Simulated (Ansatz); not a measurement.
Write the native input for Ansatz 0.2.0 that does the following.

```yaml
Task: phonons
Functional: PBE
Potentials_or_basis: all-electron LAPW, scalar-relativistic
Cutoff: 409 eV (chosen from the basis error)
Basis_error_allowed: 0.002 eV/atom
k_mesh: 10 × 10 × 6
Occupations: fermi-dirac, width 0.05 eV
Spin: no spin polarisation
```

The system is CuO.

```xyz
4
Lattice="3.1795 0.0000 0.0000 -1.5898 2.7536 0.0000 0.0000 0.0000 4.4315" Properties=species:S:1:pos:R:3 pbc="T T T"
Cu    0.0000    0.0000    0.0000
Cu    0.0000    0.0000    2.2157
O     0.0000    1.8357    1.1079
O     1.5898    0.9179    3.3236
```

Measurements of this composition are mostly on another form, of space group No. 15.

These files were run (other wordings do the same):

input.yaml

```yaml
crystal:
  lattice:
    - [3.1795331, 0.0, 0.0]
    - [-1.58976655, 2.75355644, 0.0]
    - [0.0, 0.0, 4.43149073]
  atoms:
    - { symbol: Cu, position: [0.0, 0.0, 0.0] }
    - { symbol: Cu, position: [0.0, 0.0, 0.5] }
    - { symbol: O, position: [0.3333333333, 0.6666666667, 0.25] }
    - { symbol: O, position: [0.6666666667, 0.3333333333, 0.75] }
kpoints:
  mp_grid: { grid: [10, 10, 6] }
scf:
  occupations: { method: fermi_dirac, width: 0.05 }
hamiltonian:
  xc: pbe
  pseudopotentials: { kind: all_electron, lapw: { basis_error: 0.002 } }
output: {}
phonons:
  method: fd
  supercell: [1, 1, 1]
```

Potentials or basis: all-electron LAPW, scalar-relativistic.

The run is started by

```sh
$ ansatz run input.yaml --threads 2 --pin off --max-ram 6144MiB --backend cpu --events-out ev --progress --plain --runs-dir out
```

Results of the run:

- Band gap on the k mesh: none (metal or under the smearing width)
- Highest phonon frequency at Γ: 440 cm⁻¹
- Most unstable mode: 80i cm⁻¹

Caveat: a metal's response needs a denser mesh; some modes are imaginary; the run has no spin polarisation, though such a crystal can be magnetic; semilocal functionals often make such compounds metallic where correlation or magnetic order opens a gap, which also shifts bond lengths.

Run time: 3.5 min on 2 threads of Arm Neoverse V2 (shared host), peak memory 1 GiB.
